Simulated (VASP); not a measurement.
Write the native input for VASP 6.6.1 that does the following.

```
Task                   : single point
Functional             : r2SCAN
Dispersion             : rVV10
Potentials or basis    : VASP PAW PBE potentials, release 64 (S, Mo_sv)
Cutoff                 : 520 eV
k mesh                 : 12 × 12 × 4
Occupations            : gaussian, width 0.01 eV
Spin                   : no spin polarisation
Dipole correction      : no
Further INCAR settings : ALGO = Normal; EDIFF = 1e-06; NBANDS = 35
```

The system is MoS2.

```
CELL_PARAMETERS angstrom
3.17302 0.00000 0.00000
-1.58651 2.74791 0.00000
0.00000 0.00000 12.43526
ATOMIC_POSITIONS crystal
S 0.33333 0.66667 0.12489
S 0.33333 0.66667 0.37511
S 0.66667 0.33333 0.62489
S 0.66667 0.33333 0.87511
Mo 0.66667 0.33333 0.25000
Mo 0.33333 0.66667 0.75000
```

The cell was built by a generator and needn't be a form met in nature.

One way to write it, as run:

POSCAR

```
MoS2
1.0
    3.1730168306      0.0000000000      0.0000000000
   -1.5865084153      2.7479131819      0.0000000000
    0.0000000000      0.0000000000     12.4352606044
S Mo
4 2
Direct
    0.3333333333      0.6666666667      0.1248935186
    0.3333333333      0.6666666667      0.3751064814
    0.6666666667      0.3333333333      0.6248935186
    0.6666666667      0.3333333333      0.8751064814
    0.6666666667      0.3333333333      0.2500000000
    0.3333333333      0.6666666667      0.7500000000
```

INCAR.step1

```
  PREC = Accurate
  ENCUT = 520
  ISMEAR = 0
  SIGMA = 0.01
  LREAL = F
  LASPH = T
  NELM = 100
  NBANDS = 35
  GGA = PE
  ALGO = Normal
  EDIFF = 1E-4
  LWAVE = T
  LCHARG = F
```

INCAR.step2

```
  PREC = Accurate
  ENCUT = 520
  EDIFF = 1E-6
  ISMEAR = 0
  SIGMA = 0.01
  LREAL = F
  LASPH = T
  NELM = 100
  ALGO = Normal
  ISIF = 2
  LWAVE = F
  LCHARG = F
  METAGGA = R2SCAN
  LMIXTAU = T
  LUSE_VDW = T
  IVDW_NL = 2
  BPARAM = 11.95
  CPARAM = 0.0093
  NBANDS = 35
  ISTART = 1
```

KPOINTS

```
regular mesh
0
Gamma
  12 12 4
```

Potentials or basis: VASP PAW PBE potentials, release 64 (S, Mo_sv).

Launch:

```console
$ cat potpaw_PBE.64/S/POTCAR potpaw_PBE.64/Mo_sv/POTCAR > POTCAR
$ cp INCAR.step1 INCAR
$ mpirun -np 1 vasp_std > vasp.out
$ cp INCAR.step2 INCAR
$ mpirun -np 1 vasp_std > vasp.out
```

Results of the run:

```yaml
Pressure: 0.2 GPa
Largest_force: 0.017 eV/Å
Band_gap_on_the_k_mesh: 1.03 eV, indirect (least direct gap 1.75 eV)
```

Caveat: the PAW data sets were made with another functional, which shifts forces and pressure a little.

It took 9.6 min on 1 thread of Intel(R) Xeon(R) Platinum 8259CL CPU @ 2.50GHz (Skylake/Cascade Lake) (shared host), peak memory 0.55 GiB.
